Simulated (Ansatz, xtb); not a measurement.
# Two isomers of C3H6O

Structure I is `CC(C)=O`, a singlet and structure II is `CCC=O`, a singlet. Both are isolated molecules in the gas phase, relaxed with B3LYP-D3(BJ)/def2-SVP; each stands in its lowest conformer found.

I (Å):

```xyz
10

C    -1.6386    0.3027   -2.6527
C    -0.9277    0.8990   -1.4511
C     0.5031    0.4446   -1.2249
O    -1.4708    1.6915   -0.7153
H    -1.6718   -0.7966   -2.5720
H    -2.6595    0.7010   -2.7165
H    -1.0884    0.5376   -3.5792
H     1.1253    0.6872   -2.1025
H     0.5426   -0.6503   -1.0993
H     0.9128    0.9356   -0.3327
```

II (Å):

```xyz
10

C    -1.2037   -0.2681   -0.8066
C     0.3028   -0.4450   -0.9411
C     0.7178   -1.3296   -2.0918
O    -0.0447   -1.8656   -2.8557
H    -1.7006   -1.2385   -0.6579
H    -1.4514    0.3830    0.0449
H    -1.6293    0.1763   -1.7188
H     0.7534   -0.8758   -0.0261
H     0.8240    0.5226   -1.0755
H     1.8281   -1.4660   -2.2002
```

Q: Estimate E(II) − E(I) at the level CCSD(T)/def2-TZVP.

A: Calculated at CCSD(T)/def2-TZVP: E(II) − E(I) = +6.4 kcal/mol, so structure I lies lower.

How the difference moves with the method:

```
                level               geometry  E(II) − E(I) (kcal/mol)  departure from the last row (kcal/mol)  job, with rough time for the two
             GFN2-xTB               GFN2-xTB                      +8.7                                    +2.3             optimisation, 0.066 s
            HF/STO-3G               GFN2-xTB                      +6.2                                    −0.1              single point, 0.16 s
   r2SCAN-D4/def2-SVP               GFN2-xTB                      +6.5                                    +0.1               single point, 2.1 s
B3LYP-D3(BJ)/def2-SVP  B3LYP-D3(BJ)/def2-SVP                      +5.8                                    −0.5                optimisation, 14 s
         HF/def2-TZVP  B3LYP-D3(BJ)/def2-SVP                      +6.7                                    +0.3           part of the CCSD(T) run
        MP2/def2-TZVP  B3LYP-D3(BJ)/def2-SVP                      +6.4                                    +0.1           part of the CCSD(T) run
    CCSD(T)/def2-TZVP  B3LYP-D3(BJ)/def2-SVP                      +6.4                                                        single point, 61 s
```

As drawn, both hold the same kinds of bond in the same numbers. Structure I has 2 methyl groups, II 1.

The levels shown agree on the order. The largest departure from CCSD(T)/def2-TZVP is that of GFN2-xTB, 2.3 kcal/mol.

With harmonic frequencies from B3LYP-D3(BJ)/def2-SVP (ideal gas, rigid rotor, one conformer each, 298.15 K, 1 atm): on the last row, ΔE + ΔZPE = +6.9 kcal/mol. A mode under 50 cm⁻¹ makes harmonic enthalpies and free energies unreliable, so none is given.

The correlated steps freeze 4 core orbitals. Codes used: Ansatz 0.2.0, xtb 6.7.1; the last row on 2 threads of Arm Neoverse V2 on a shared host.
